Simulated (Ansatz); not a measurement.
The structure below was relaxed with plane-wave PAW DFT at the PBE level (Ansatz, a quantum-chemistry and plane-wave program, 420 eV), without spin-orbit coupling, earlier PAW set, at pressure 10 GPa.

```yaml
crystal:
  lattice:
    - [2.67210, 0.00000, 0.00000]
    - [-1.33605, 2.31411, 0.00000]
    - [0.00000, 0.00000, 4.34023]
  atoms:
    - { symbol: Be, position: [0.66667, 0.33333, 0.00143] }
    - { symbol: Be, position: [0.33333, 0.66667, 0.50143] }
    - { symbol: O, position: [0.66667, 0.33333, 0.62377] }
    - { symbol: O, position: [0.33333, 0.66667, 0.12377] }
```

### Question
Find the space group and the Wyckoff positions.

### Answer
Space group P6₃mc (No. 186); a = 2.672 Å, b = 2.672 Å, c = 4.340 Å, α = 90.00°, β = 90.00°, γ = 120.00°

| atom | site | symmetry | x | y | z |
|---|---|---|---|---|---|
| Be | 2b | 3m. | 0.6667 | 0.3333 | 0.0014 |
| O | 2b | 3m. | 0.3333 | 0.6667 | 0.1238 |

### Question
Describe the coordination.

### Answer
The crystal has 4 atoms in its conventional cell. Conventional cell: a = 2.6721 Å, b = 2.6721 Å, c = 4.3402 Å, α = 90.00°, β = 90.00°, γ = 120.00°. Be sees 4 O at 1.632–1.639 Å (tetrahedral). O is coordinated by 4 Be at 1.632–1.639 Å (tetrahedral). (Neighbours: up to the widest gap in distance over summed covalent radii, below 1.35, at either atom; cation-cation and far metal-metal contacts left out.)

Load acts through the strain it causes; cell and atoms are relaxed under it. Whether these cells are dynamically stable was not tested. No other phases were tried under pressure. The cell was made from BeO in the wurtzite structure (space group P6_3mc, No. 186) by this change: pressure 10 GPa.
